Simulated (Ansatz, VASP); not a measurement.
**One calculation of Os, two programs**

File INCAR:

```
ALGO = Fast ; EDIFF = 1E-6
ENCUT = 520 ; GGA = PE
ISIF = 2 ; ISMEAR = -1
LASPH = T ; LCHARG = F
LREAL = F ; LWAVE = F
NBANDS = 15 ; NELM = 100
PREC = Accurate ; SIGMA = 0.05
```

KPOINTS

```
k-points
0
Gamma
  9 9 5
```

Contents of POSCAR:

```
Os
1.0
    2.7341000000      0.0000000000      0.0000000000
   -1.3670500000      2.3678000565      0.0000000000
    0.0000000000      0.0000000000      4.3197000000
Os
2
Direct
    0.6666666667      0.3333333333      0.7500000000
    0.3333333333      0.6666666667      0.2500000000
```

input.yaml

```yaml
crystal:
  lattice:
    - [2.7341, 0.0, 0.0]
    - [-1.36705, 2.3678000565, 0.0]
    - [0.0, 0.0, 4.3197]
  atoms:
    - { symbol: Os, position: [0.6666666667, 0.3333333333, 0.75] }
    - { symbol: Os, position: [0.3333333333, 0.6666666667, 0.25] }
hamiltonian:
  xc: pbe
  pseudopotentials: { kind: paw }
kpoints:
  mp_grid: { grid: [9, 9, 5] }
  band_path:
    path:
      - [[0.0, 0.0, 0.0], [0.5, 0.0, 0.0], [0.3333333333, 0.3333333333, 0.0], [0.0, 0.0, 0.0], [0.0, 0.0, 0.5], [0.5, 0.0, 0.5], [0.3333333333, 0.3333333333, 0.5], [0.0, 0.0, 0.5]]
      - [[0.5, 0.0, 0.5], [0.5, 0.0, 0.0]]
      - [[0.3333333333, 0.3333333333, 0.0], [0.3333333333, 0.3333333333, 0.5]]
    npoints: 14
scf:
  occupations: { method: fermi_dirac, width: 0.05 }
  n_extra_bands: 6
output:
  forces: true
  stress: true
  eigenvalues: true
  fatbands: false
  write_density: true
  write_potential: true
  elf: true
  volumetric_format: npy
```

Alike in both runs: functional PBE; k mesh 9 × 9 × 5; occupations fermi-dirac, width 0.05 eV; no spin polarisation.

```csv
,VASP,Ansatz
version,VASP 6.6.1,Ansatz 0.2.0
potentials or method,"VASP PAW PBE potentials, release 64 (Os)",Ansatz PAW
plane-wave cutoff (eV),520,420
valence electrons in the cell,16,32
task,single point,band structure
```

|  | VASP | Ansatz | Ansatz less VASP |
| --- | --- | --- | --- |
| gap on the k mesh at the Fermi level (eV) | none | none | - |
| pressure (GPa) | 8.4 | 8.4 | 0.00 |
| largest component of the traceless stress (GPa) | 0.76 | 0.82 | +0.066 |

A gap of «none» marks a metal or a gap that the smearing closes. The two sets of potentials don't hold the same shells in valence.

Caveats: spin-orbit coupling is left out, which moves the levels of the heavy elements (Ansatz). The runs have no spin-orbit coupling, so splittings on Os are missing.
